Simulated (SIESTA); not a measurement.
The system is CsSnI3.

```
CELL_PARAMETERS angstrom
6.20570 0.00000 0.00000
0.00000 6.20570 0.00000
0.00000 0.00000 6.20570
ATOMIC_POSITIONS crystal
Cs 0.00000 0.00000 0.00000
I 0.50000 0.50000 0.00000
I 0.50000 0.00000 0.50000
I 0.00000 0.50000 0.50000
Sn 0.50000 0.50000 0.50000
```

Base run:

- Program: SIESTA 5.4.2
- Functional: PBE
- Potentials or basis: PseudoDojo 0.4 standard (PBE files)
- Basis: DZP (energy shift 0.003 Ry; two zetas on semicore shells; d shell added on Cs)
- Grid cutoff: 500 Ry
- Energy shift: 0.003 Ry
- k mesh: 5 × 5 × 5
- Occupations: fermi-dirac, width 0.05 eV
- Spin: no spin polarisation

Its results: pressure 0.7 GPa.

**Question.** After a change of settings the same cell gave: pressure -1.4 GPa. Which change was it?
A. functional from PBE to LDA; potentials or basis from PseudoDojo 0.4 standard (PBE files) to PseudoDojo 0.4 standard (LDA files)
B. functional from PBE to BLYP
C. functional from PBE to PBEsol; potentials or basis from PseudoDojo 0.4 standard (PBE files) to PseudoDojo 0.4 standard (PBEsol files)
D. functional from PBE to vdW-DF-cx

**Answer.** A.

Caveats: the cell was measured hot, at 500 K; the basis of atomic orbitals isn't converged, which shifts pressures, moduli and gaps.

Not every run made on this cell is shown here.
